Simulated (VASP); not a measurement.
Wanted: the native input for a VASP 6.6.1 run.

| Item | Value |
| --- | --- |
| Task | relaxation of cell and atoms |
| Functional | PBE |
| Potentials or basis | VASP PAW PBE potentials, release 64 (Be, Se) |
| Cutoff | 600 eV |
| k mesh | 8 × 8 × 8 |
| Occupations | gaussian, width 0.02 eV |
| Spin | no spin polarisation |
| Dipole correction | no |
| Further INCAR settings | ALGO = Normal; EDIFF = 1e-06; IBRION = 2; EDIFFG = -0.005; NSW = 100; ISIF = 3 |

The structure of BeSe lies in POSCAR:

```
BeSe
1.0
    0.0000000000      2.5839687382      2.5839687382
    2.5839687382      0.0000000000      2.5839687382
    2.5839687382      2.5839687382      0.0000000000
Be Se
1 1
Direct
    0.0000000000      0.0000000000      0.0000000000
    0.2500000000      0.2500000000      0.2500000000
```

The cell comes from a database or a generator and needn't be the stable form of this composition.

These files were run (other wordings do the same):

INCAR

```
PREC = Accurate
ENCUT = 600
EDIFF = 1E-6
ISMEAR = 0
SIGMA = 0.02
LREAL = F
LASPH = T
NELM = 100
ALGO = Normal
ISIF = 3
LWAVE = F
LCHARG = F
GGA = PE
IBRION = 2
NSW = 100
EDIFFG = -0.005
```

KPOINTS

```
regular mesh
0
Gamma
  8 8 8
```

Potentials or basis: VASP PAW PBE potentials, release 64 (Be, Se).

Command:

```sh
$ cat potpaw_PBE.64/Be/POTCAR potpaw_PBE.64/Se/POTCAR > POTCAR
$ mpirun -np 1 vasp_std > vasp.out
```

Results of the run:

```
Relaxed volume                         : 17.39 Å³/atom
Relaxed cell                           : a = 3.664 Å, b = 3.664 Å, c = 3.664 Å, α = 60.00°, β = 60.00°, γ = 60.00°
Space group after relaxing (to 0.05 Å) : F-43m (No. 216)
Energy gained by relaxing              : 0.3 meV/atom
Ionic steps                            : 3
Pressure after relaxing                : 0.0 GPa
Band gap on the k mesh                 : 2.67 eV, indirect (least direct gap 4.21 eV)
```

Wall time 17 s on 1 thread of Intel(R) Xeon(R) Platinum 8488C (Sapphire Rapids), on a shared host, peak memory 0.17 GiB.
